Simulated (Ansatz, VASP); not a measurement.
Rh: VASP beside Ansatz

```xyz
1
Lattice="2.4581 0.0000 0.0000 0.0000 2.4581 0.0000 0.0000 0.0000 2.4581" Properties=species:S:1:pos:R:3 pbc="T T T"
Rh    0.0000    0.0000    0.0000
```

The cell was built by a generator and needn't be a form met in nature.

Alike in both runs: task relaxation of cell and atoms; functional LDA; k mesh 13 × 13 × 13; occupations fermi-dirac, width 0.1 eV; no spin polarisation.

```csv
,VASP,Ansatz
version,VASP 6.6.1,Ansatz 0.2.0
potentials or method,"VASP PAW LDA potentials, release 64 (Rh_pv)","plane waves (420 eV) with PAW, scalar-relativistic"
plane-wave cutoff (eV),600,420
valence electrons in the cell,15,17
```

Ansatz gave:

| Item | Value |
| --- | --- |
| relaxed volume (Å³/atom) | 15.27 |
| relaxed cell length with the largest relative difference (Å) | 2.481 |
| energy change over the relaxation (meV/atom) | -9 |

Task: What did VASP give for the same quantities?

Result: Relaxed volume (Å³/atom): 15.32; relaxed cell length with the largest relative difference (Å): 2.483; energy change over the relaxation (meV/atom): -11.

The two sets of potentials don't hold the same shells in valence. Ansatz warned: «pseudo_functional_mismatch».
